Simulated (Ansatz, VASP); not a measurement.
Given: the input of a run of VASP 6.6.1 on SiC.

INCAR

```
PREC = Accurate
ENCUT = 520
EDIFF = 1E-7
ISMEAR = -1
SIGMA = 0.05
LREAL = False
LASPH = True
NELM = 100
ALGO = Normal
ISIF = 2
LWAVE = False
LCHARG = False
GGA = PE
NBANDS = 26
```

The input KPOINTS:

```
Automatic mesh
0
Gamma
  10 10 3
```

Contents of POSCAR:

```
SiC
1.0
    3.1360171929      0.0000000000      0.0000000000
   -1.5680085964      2.7158705557      0.0000000000
    0.0000000000      0.0000000000     10.2681602811
Si C
4 4
Direct
    0.0000000000      0.0000000000      0.1878943800
    0.0000000000      0.0000000000      0.6878943800
    0.3333333333      0.6666666667      0.4378419800
    0.6666666667      0.3333333333      0.9378419800
    0.0000000000      0.0000000000      0.0004600500
    0.0000000000      0.0000000000      0.5004600500
    0.3333333333      0.6666666667      0.2498025900
    0.6666666667      0.3333333333      0.7498025900
```

Potentials or basis: VASP PAW PBE potentials, release 64 (Si, C).

Launch:

```bash
$ cat potpaw_PBE.64/Si/POTCAR potpaw_PBE.64/C/POTCAR > POTCAR
$ mpirun -np 1 vasp_std > vasp.out
```

Task: Translate it to Ansatz 0.2.0. Potentials there: PseudoDojo stringent (PBE files).

Result: As run (the cutoff follows the program's own potentials):

File input.yaml:

```yaml
crystal:
  lattice:
    - [3.1360171929, 0.0, 0.0]
    - [-1.5680085964, 2.7158705557, 0.0]
    - [0.0, 0.0, 10.2681602811]
  atoms:
    - { symbol: Si, position: [0.0, 0.0, 0.18789438] }
    - { symbol: Si, position: [0.0, 0.0, 0.68789438] }
    - { symbol: Si, position: [0.3333333333, 0.6666666667, 0.43784198] }
    - { symbol: Si, position: [0.6666666667, 0.3333333333, 0.93784198] }
    - { symbol: C, position: [0.0, 0.0, 0.00046005] }
    - { symbol: C, position: [0.0, 0.0, 0.50046005] }
    - { symbol: C, position: [0.3333333333, 0.6666666667, 0.24980259] }
    - { symbol: C, position: [0.6666666667, 0.3333333333, 0.74980259] }
hamiltonian:
  xc: pbe
  pseudopotentials: { kind: nc, accuracy: stringent }
kpoints:
  mp_grid: { grid: [10, 10, 3] }
scf:
  occupations: { method: fermi_dirac, width: 0.05 }
output:
  forces: true
  stress: true
  eigenvalues: true
```

Potentials or basis: PseudoDojo stringent (PBE files).

The run is started by

```sh
$ ansatz run input.yaml --threads 2 --pin off --max-ram 5120MiB --backend cpu --events-out ev --progress --plain --runs-dir out
```

Both were run:

|  | VASP | Ansatz | Ansatz less VASP |
| --- | --- | --- | --- |
| gap on the k mesh at the Fermi level (eV) | 2.21 | 2.22 | +0.004 |
| least direct gap on the mesh (eV) | 3.32 | 3.32 | +0.006 |
| pressure (GPa) | -8.0 | -7.9 | +0.11 |
| rms of the force components (eV/Å) | 0.004 | 0.004 | -0.0003 |

Atom by atom the forces differ by 0.001 eV/Å (rms over components).

Caveats: an odd mesh through Γ misses points on the zone boundary, where band edges often lie (VASP); odd divisions of the mesh miss points on the zone boundary, where band edges often lie, so the gap on the mesh can be too wide (Ansatz). PBE gaps usually lie below the measured ones, often by a third to a half.
